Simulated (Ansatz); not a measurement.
# B: the cost of one run

Program: Ansatz 0.2.0. Level of theory: DFT PBEsol, scalar-relativistic, plane waves, PAW. These are calculated values, not measurements.

## (1) Starting point

The structure is orthorhombic, space group Cmce (No. 64). Conventional cell: a = 2.405 Å, b = 7.630 Å, c = 3.183 Å, α = 90.00°, β = 90.00°, γ = 90.00°. B (site symmetry m) has 3 B at 1.58 to 1.60 Å as nearest neighbours.

Coordinates:

```xyz
4
Lattice="1.2027 -3.8151 0.0000 1.2027 3.8151 0.0000 0.0000 0.0000 3.1829" Properties=species:S:1:pos:R:3 pbc="T T T"
B     1.2027    3.0673    2.8964
B     1.2027   -0.7478    1.8779
B     1.2027   -3.0673    0.2865
B     1.2027    0.7478    1.3050
```

This is candidate A: black phosphorus type (Cmce, No. 64).

(A quick probe on a coarse mesh, which set the mesh and smearing, is not shown.)

## (3) Coarse relaxation (candidate A)

Contents of input.yaml:

```yaml
crystal:
  lattice:
    - [1.2026589084, -3.8150811294, 0.0]
    - [1.2026589084, 3.8150811294, 0.0]
    - [0.0, 0.0, 3.1828676851]
  atoms:
    - { symbol: B, position: [0.098, 0.902, 0.91] }
    - { symbol: B, position: [0.598, 0.402, 0.59] }
    - { symbol: B, position: [0.902, 0.098, 0.09] }
    - { symbol: B, position: [0.402, 0.598, 0.41] }
basis:
  ecutwfc: 420
kpoints:
  mp_grid: { grid: [8, 8, 6] }
hamiltonian:
  xc: pbesol
scf:
  occupations: { method: gaussian, width: 0.1 }
  lower_state_search: "off"
output:
  forces: true
  stress: true
  eigenvalues: true
relax:
  adjacent_minimum: "off"
  f_tol: 0.04
  max_steps: 70
  cell: { stress_tol: 0.4 }
```

**Question.** How long does this run take on 1 thread of an Arm CPU, shared host, and how much memory does it need?

About 26 s, with a peak of 0.3 GiB.
